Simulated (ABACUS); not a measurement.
**TaN in ABACUS: the effect of functional**

TaN:

```xyz
2
Lattice="2.9380 0.0000 0.0000 -1.4690 2.5444 0.0000 0.0000 0.0000 2.8830" Properties=species:S:1:pos:R:3 pbc="T T T"
Ta    0.0000    0.0000    1.4415
N     1.4690    0.8481    0.0000
```

Alike in all runs:

* Program: ABACUS 3.10.1
* Task: relaxation of cell and atoms
* Potentials or basis: SG15 ONCV 1.2 PBE
* Cutoff: 1361 eV
* Density cutoff: 5442 eV
* Basis: DZP LCAO (the cutoffs set its grid)
* k mesh: 7 × 7 × 6
* Occupations: fermi-dirac, width 0.05 eV
* Spin: no spin polarisation
* Target pressure: 10 GPa

Each run relaxes the cell or the atoms first.

```tsv
functional	relaxed volume (Å³/atom)
LDA	10.07
PBEsol	10.37
WC	10.40
RPBE	?
TPSS	10.61
r2SCAN	10.19
```

Question: What does the run with functional RPBE give?

Answer: Relaxed volume 10.90 Å³/atom.

Caveats: all runs use coarse meshes; the atomic orbitals were generated for these runs and aren't a published set; the potentials were made for another functional, which shifts forces and pressure; the basis of atomic orbitals isn't converged, which shifts pressures, moduli and gaps.

Runs at the PBE level aren't shown here.
